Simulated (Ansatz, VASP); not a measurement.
# Two plane-wave programs on HfSi47 (a cell with a defect) (Silicon)

```xyz
48
Lattice="7.3320 0.0000 0.0000 -4.8880 8.4663 0.0000 0.0000 0.0000 8.3040" Properties=species:S:1:pos:R:3 pbc="T T T"
Hf    0.0000    1.4110    1.0380
Si    0.0000    1.4110    5.1900
Si   -1.2220    3.5276    1.0380
Si   -1.2220    3.5276    5.1900
Si   -2.4440    5.6442    1.0380
Si   -2.4440    5.6442    5.1900
Si   -3.6660    7.7607    1.0380
Si   -3.6660    7.7607    5.1900
Si    2.4440    1.4110    1.0380
Si    2.4440    1.4110    5.1900
Si    1.2220    3.5276    1.0380
Si    1.2220    3.5276    5.1900
Si    0.0000    5.6442    1.0380
Si    0.0000    5.6442    5.1900
Si   -1.2220    7.7607    1.0380
Si   -1.2220    7.7607    5.1900
Si    4.8880    1.4110    1.0380
Si    4.8880    1.4110    5.1900
Si    3.6660    3.5276    1.0380
Si    3.6660    3.5276    5.1900
Si    2.4440    5.6442    1.0380
Si    2.4440    5.6442    5.1900
Si    1.2220    7.7607    1.0380
Si    1.2220    7.7607    5.1900
Si    1.2220    0.7055    3.1140
Si    1.2220    0.7055    7.2660
Si    0.0000    2.8221    3.1140
Si    0.0000    2.8221    7.2660
Si   -1.2220    4.9387    3.1140
Si   -1.2220    4.9387    7.2660
Si   -2.4440    7.0552    3.1140
Si   -2.4440    7.0552    7.2660
Si    3.6660    0.7055    3.1140
Si    3.6660    0.7055    7.2660
Si    2.4440    2.8221    3.1140
Si    2.4440    2.8221    7.2660
Si    1.2220    4.9387    3.1140
Si    1.2220    4.9387    7.2660
Si    0.0000    7.0552    3.1140
Si    0.0000    7.0552    7.2660
Si    6.1100    0.7055    3.1140
Si    6.1100    0.7055    7.2660
Si    4.8880    2.8221    3.1140
Si    4.8880    2.8221    7.2660
Si    3.6660    4.9387    3.1140
Si    3.6660    4.9387    7.2660
Si    2.4440    7.0552    3.1140
Si    2.4440    7.0552    7.2660
```

Alike in both runs: task electric field gradients; functional PBE; k mesh 3 × 2 × 2; occupations fermi-dirac, width 0.01 eV; no spin polarisation.

```csv
,VASP,Ansatz
version,VASP 6.6.1,Ansatz 0.2.0
potentials or method,"VASP PAW PBE potentials, release 64 (Hf_pv, Si)","plane-wave PAW, scalar-relativistic"
plane-wave cutoff (eV),520,420
valence electrons in the cell,198,214
```

```tsv
	VASP	Ansatz	Ansatz less VASP
rms of the force components (eV/Å)	0.364	0.348	-0.0159
Vzz of the field gradient on the site that differs most (V/Å²)	6.2	-6.2	-12.44
```

Atom by atom the forces differ by 0.018 eV/Å (rms over components). With one functional, cell and mesh, what is left measures potentials, basis and numerics. The two sets of potentials don't hold the same shells in valence. Ansatz warned: «gradients_without_spin_orbit».

Caveats: the k mesh is coarse (spacing up to 0.38 Å⁻¹), so the values aren't converged. The runs have no spin-orbit coupling, so splittings on Hf are missing.
